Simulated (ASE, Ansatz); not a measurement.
# Twisted h-SiC/h-AlN monolayer on bilayer, 46.83° (114 atoms): support functions against a reference, part 2 of 2

Aim: test how closely localised support functions follow the reference on twisted h-SiC/h-AlN monolayer on bilayer, 46.83° (114 atoms), and at what cost. A setting counts as converged where the r.m.s. difference of forces stays under 1 % of the r.m.s. force.

Ansatz 0.2.0; Kohn-Sham DFT, PBEsol, PAW (set soft_2), plane waves.

The cell: 38 Si, 38 C, 19 Al and 19 N. The functional has no dispersion term. Beside vacuum, support functions can miss their usual error bounds without a warning. Sampling is at Γ alone, for a cell whose shortest periodic width is 12 Å.

So far: Set-up; Plane-wave single point.

**2. Plane-wave single point (continued)**

Valence density in the ca plane at fractional y = 0.017, with atoms of C and Si and Al and N within 0.2 Å of it. It is the smooth field of the valence electrons, not physical close to the nuclei.

Ten steps, logarithmic in the rise over the least value, from '0' (0.0 e/Å³) to '9' (3.1 e/Å³), each cell a mean:
```
00000000000133432224687642123443210000000000
00000000001245554223455431235776310000000000
00000000001345554322333321247998520000000000
00000000001245554222344321247997420000000000
00000000001245654223566532235665310000000000
00000000001356764324566542223333210000000000
00000000001357775323455432223333210000000000
00000000001346664223455431123443210000000000
00000000001234543223566531123333210000000000
00000000001245553224577532122332110000000000
00000000001356764324566542124554210000000000
00000000001357775323455432236776420000000000
00000000001245654223566532236776420000000000
00000000000123432224677642134664310000000000
00000000000123332224688642123443210000000000
00000000001235543223566532124554310000000000
00000000001345554322344321235776320000000000
00000000001344344322233211236886420000000000
00000000001356664322344321135665310000000000
00000000001357875323444432223443210000000000
00000000001368885323433442223333210000000000
00000000001357775324566542224444210000000000
00000000000234543224677642123443210000000000
00000000000122322124788742112222100000000000
```
Columns run along c (18.6 Å), rows up along a (13.6 Å). Atoms in or near the plane, at fractional coordinates: C at (0.32, 0.14), C at (0.49, 0.00), Si at (0.49, 0.14), Al at (0.68, 0.76), N at (0.68, 0.88).

Mean intrinsic-atomic-orbital charges: Al +1.11, C -1.04, N -1.13, Si +1.05 e. The potential slopes across the vacuum by 0.043 eV/Å: the slab bears a dipole, and with periodic images along the normal there is no flat vacuum level to read.

**3. Local order**

These statistics describe the geometry on which the runs were made.

Normalised to the volume that the atoms fill. g(r), total and by pair (bins of 0.2 Å):

```
r (Å)  total   C-C  C-Si  C-Al   C-N  Si-Si  Si-Al
 1.70   2.35  0.00  7.35  0.00  0.00   0.00   0.00
 1.90   2.10  0.00  6.05  0.00  0.00   0.00   0.00
 2.10   0.00  0.00  0.00  0.00  0.00   0.00   0.00
 2.30   0.00  0.00  0.00  0.00  0.00   0.00   0.00
 2.50   0.00  0.00  0.00  0.00  0.00   0.00   0.00
 2.70   0.00  0.00  0.00  0.00  0.00   0.00   0.00
 2.90   0.00  0.00  0.00  0.00  0.00   0.00   0.00
 3.10   3.07  8.91  0.45  0.00  0.00   8.88   0.00
 3.30   0.07  0.00  0.26  0.00  0.00   0.00   0.07
 3.50   0.97  0.00  2.02  0.74  0.74   0.00   0.68
 3.70   1.75  3.23  2.94  0.50  0.49   3.21   0.49
 3.90   0.22  0.00  0.00  0.45  0.46   0.00   0.45
 4.10   0.23  0.00  0.00  0.60  0.59   0.00   0.55
 4.30   0.23  0.00  0.00  0.45  0.45   0.00   0.50
 4.50   0.72  0.00  2.17  0.57  0.57   0.00   0.57
 4.70   1.68  0.77  4.05  0.44  0.44   0.43   0.51
 4.90   0.63  1.11  0.70  0.53  0.44   1.44   0.53
 5.10   0.16  0.00  0.00  0.32  0.32   0.00   0.26
 5.30   0.86  1.95  0.00  0.48  0.57   1.97   0.49
 5.50   0.51  1.03  0.00  0.33  0.33   1.00   0.33
 5.70   1.05  2.64  1.31  0.35  0.35   2.64   0.35
 5.90   0.14  0.00  0.00  0.40  0.40   0.00   0.40
 6.10   0.19  0.04  0.00  0.37  0.33   0.00   0.37
 6.30   1.14  2.19  1.10  0.40  0.42   2.23   0.36
 6.50   0.81  0.00  2.06  0.22  0.27   0.00   0.31
 6.70   0.31  0.00  0.00  0.71  0.64   0.00   0.63
 6.90   0.39  0.00  0.49  0.71  0.67   0.00   0.69
 7.10   0.55  0.07  1.02  0.47  0.54   0.06   0.53
```

Bonds by pair of elements; cutoffs follow the first minimum of g(r), held within bounds set by covalent radii, and pairs that aren't listed don't count as bonded (cutoffs were set anew for this text, so counts can differ from the run's own analysis):

```
pair A-B  cutoff (Å)  bonds  mean length (Å)  spread (Å)  shortest (Å)  B about A  A about B
    C-Si        2.23    114             1.80       0.014          1.76          3          3
    Al-N        2.23     57             1.80       0.013          1.77          3          3
```

How many atoms have how many bonded neighbours:

```
element  mean   3
     Al     3  19
      C     3  38
      N     3  19
     Si     3  38
```

Bond angles (no mean is given where the spread exceeds 20°):

```
  angle  count  mean (°)  spread (°)
Si-C-Si    114       120         0.6
 C-Si-C    114       120         0.6
 N-Al-N     57       120         0.7
Al-N-Al     57       120         0.6
```

By these cutoffs all Al atoms have 3, all C atoms have 3, all N atoms have 3 and all Si atoms have 3 bonded neighbours. The Si-C-Si angle averages 120° with a spread of 0.6°.

The surroundings of C8, which bears the longest force, nearest first, numbered as they follow in the input and with coordinates relative to it.

```
atom      x      y     z  distance (Å)  bonds  intrinsic-atomic-orbital charge (e)     Fx     Fy  Fz (eV/Å)
  C8   0.00   0.00  0.00          0.00      3                                -1.03   0.98  -0.42      -0.06
 Si7  -1.05   1.43  0.03          1.77      3                                 1.06  -0.05   0.79      -0.08
 Si5  -0.69  -1.66  0.02          1.80      3                                 1.06  -0.12  -0.13      -0.06
Si13   1.82   0.19  0.01          1.83      3                                 1.06  -0.65   0.04       0.09
 C38  -2.84   1.24  0.02          3.10      3                                -1.04   0.08  -0.37      -0.13
 C36  -2.48  -1.87  0.00          3.11      3                                -1.04   0.21   0.43      -0.05
 C10  -0.33   3.10  0.02          3.11      3                                -1.03   0.07  -0.40      -0.11
 C16   2.52   1.84  0.03          3.12      3                                -1.04   0.41  -0.26      -0.16
  C6   0.38  -3.11  0.01          3.13      3                                -1.03   0.01   0.03      -0.11
 C14   2.90  -1.23  0.03          3.15      3                                -1.04  -0.82  -0.38      -0.22
Si43   0.02  -0.02  3.23          3.23      3                                 1.03  -0.04  -0.07      -0.12
```

The column of bonds counts only the pairs C-Si within 2.23 Å, Al-N within 2.23 Å; other neighbours, such as metal atoms beside each other in a compound, aren't counted, and periodic images can show an atom twice.

**4. Support functions medium**

With localised support functions most steps grow linearly with size, though the diagonalisation grows faster unless the density matrix is cut; this run measures error and cost at this size.

This step: Kohn-Sham DFT, PBEsol, PAW (set soft_2), localised support functions (medium) (Ansatz 0.2.0).

input.yaml reads:

```yaml
crystal:
  lattice:
    - [13.578, 0.0, 0.0]
    - [-6.789, 11.75889, 0.0]
    - [0.0, 0.0, 18.58]
  atoms:
    [... the 114 atom lines of step 2 ...]
kpoints:
  mp_grid: { grid: [1, 1, 1] }
hamiltonian:
  xc: pbesol
scf:
  occupations: { method: gaussian, width: 0.025 }
  eigensolver: { kind: { support_functions: { accuracy: medium } } }
  mixing: { beta: 0.4 }
  max_iter: 150
output:
  forces: true
  eigenvalues: true
```

Run with:

```
ansatz run input.yaml --threads 8 --pin off --max-ram 15872MiB --backend cpu --events-out ev --progress --plain --runs-dir out
```

Numbers of over 12 decimals in the logs are rounded to 6 here.

The program printed:

```text
Warning: scf.eigensolver.kind.support_functions: disabling space-group detection — the functions' gradient is summed over unrotated k-points, so no spatial operation reduces the k-mesh or symmetrises the density; time reversal is kept, so that k and −k are solved as one point where they differ and the mesh holds both, and exact exchange and, on two spinor components, a DFT+U term hold to it where the run has them: [...]
settings of this run that can trade accuracy for cost: scf.eigensolver.kind.support_functions [...]
[...]
Crystal: 114 atoms, lattice volume = 2966.524 Å³
Basis set: ecut = 420 eV, 57987 PW (Γ), exchange–correlation on 192×192×250 points (8 copies of the dense FFT grid, shifted against one another)
Bands: 274, of which v1, the nominal top of the filled ones, is band 228 counted from 1 (227 counted from 0)
Symmetry: 1 space group operations
k-points: 1
[...]
SCF iter   1: F=—  HF=-50249.704024 eV  |F-HF|=—  |Δ(HF+E_count)|=         —  Δρ=1.09e-1  dr2=4.83e2  ethr=1.00e-1
[...]
SCF iter  14: F=-50157.494836 eV  HF=-50157.494837 eV  |F-HF|=2.78e-7  |Δ(HF+E_count)|=   1.91e-6  Δρ=3.70e-6  dr2=1.04e-6  ethr=9.72e-10
SCF 1 converged in 14 iterations: F = -50157.506798 eV  dr2 = 1.04e-6
[...]
SCF converged after 14 iterations
Stability not checked: this state was not tested for a lower state beside it, because the mixer in use, unlike msr1, does not test its closes by its own steps (another_mixer; see scf.mixing.algorithm and scf.lower_state_search)
Free energy (F): -50157.506798 eV
[...]
Internal energy: -50157.506798 eV  (E = F + TS)
E sigma→0 (E₀):  -50157.506798 eV
Fermi energy:    1.673773 eV
[...]
--- Forces (eV/Å), atoms counted from 1 ---
  atom   1  Si    -0.49129136    -0.10477817    -0.00316223
  atom   2  C      0.49100497     0.13592548    -0.19757517
  atom   3  Si     0.15794462    -0.19266467    -0.00493700
  atom   4  C     -0.15199093     0.38457183    -0.14827810
  atom   5  Si    -0.12037469    -0.13430287    -0.05575085
  atom   6  C      0.00578881     0.03336857    -0.11364809
  atom   7  Si    -0.04891253     0.79464299    -0.07842758
  atom   8  C      0.97606713    -0.42350714    -0.06420546
  atom   9  Si    -0.54636730    -0.49961703     0.12245968
  atom  10  C      0.07391855    -0.39830311    -0.11449326
  atom  11  Si    -0.32440676    -0.17767687     0.08341905
  atom  12  C      0.44478674     0.37627928    -0.25313958
  atom  13  Si    -0.65061438     0.04190072     0.09200552
  atom  14  C     -0.81992382    -0.38259643    -0.21971823
[...]
atom 113  Al    -0.31527711     0.05697425    -0.13976100
  atom 114  N     -0.45973865    -0.19985755     0.16077201
  max |Σ_I F_I| component: 7.17e-3 eV/Å
--- Band table (eV) ---
[...]
```

Elapsed: 1.9 min, on 8 threads of Arm Neoverse V1, shared host; peak memory 5.7 GiB; 15 min of CPU time.

The program notes that the band table was not solved further than the SCF left it and it switched symmetry off.

Keys that differ from the reference: support_functions.accuracy = "medium", scf.max_iter = 150 and scf.mixing.beta = 0.4.

Forces differ from the reference by 0.23 meV/Å r.m.s., 0.073 % of their size, well within a tolerance of 1 %; the energy by -2.3 meV/atom. It took 1.9 min and 14 cycles; the reference's time can't be set against it, since the two runs asked for unlike analyses.

**5. Cost against change**

Differences are against the plane-wave reference (Kohn-Sham DFT, PBEsol, PAW (set soft_2), plane waves), whose r.m.s. force component is 0.323 eV/Å. Energies are set beside the reference only for runs with its functional, potentials and electron count. Times are for 8 threads of Arm Neoverse V1, shared host. The reference's time includes the DOS and grids, which some other runs skip.

```
                     run  Δ force, r.m.s. (meV/Å)  share of r.m.s. force (%)  Δ energy (meV/atom)  Δ gap (eV)  cycles     time  host memory (GiB)
               reference                        -                          -                    -           -       9     26 s                3.3
support functions medium                    0.235                     0.0729                -2.29     -1.0e-4      14  1.9 min                5.7
```

**6. Summary of results**

| Item | Value |
| --- | --- |
| free energy per atom | -439.9758 eV/atom |
| r.m.s. force component | 0.3228 eV/Å |
| gap (highest filled to lowest empty level) | 2.321 eV |
| wall time of the 2 DFT runs | 2.3 min |

**Reading.** Against plane waves at 420 eV, the forces differ by 0.23 meV/Å (0.073 %) with support functions medium. At 114 atoms the run with support functions medium takes roughly 4.4 times the time of plane waves (whose run also made extra analyses, so the like-for-like ratio is larger), in 14 SCF cycles against 9. Differences between support functions and plane waves include what basis error the plane-wave run still has.

The highest filled and lowest empty levels differ by 2.32 eV at Γ alone; the mesh holds the band edges only if they fold onto it, so the gap at this level can be narrower or closed, while semilocal functionals tend to narrow gaps against experiment. Counting bonds as in the table, all Al atoms have 3, all C atoms have 3, all N atoms have 3 and all Si atoms have 3 bonded neighbours.

What to keep in mind: The geometry was built by rule, was displaced at random and isn't relaxed at this level: its force components are 0.32 eV/Å r.m.s. The slab bears a dipole and has periodic images along its normal, so a spurious field crosses the vacuum.

[Logs are printed without paths, hosts, clocks, repeated set-up lines and the standing remarks that a program may print on its own settings, such as how far it seeks lower states.]

[Hosts, paths, dates, database ids (printed as entryN), source tags and the programs' standing remarks are cut or masked in the printed files.]
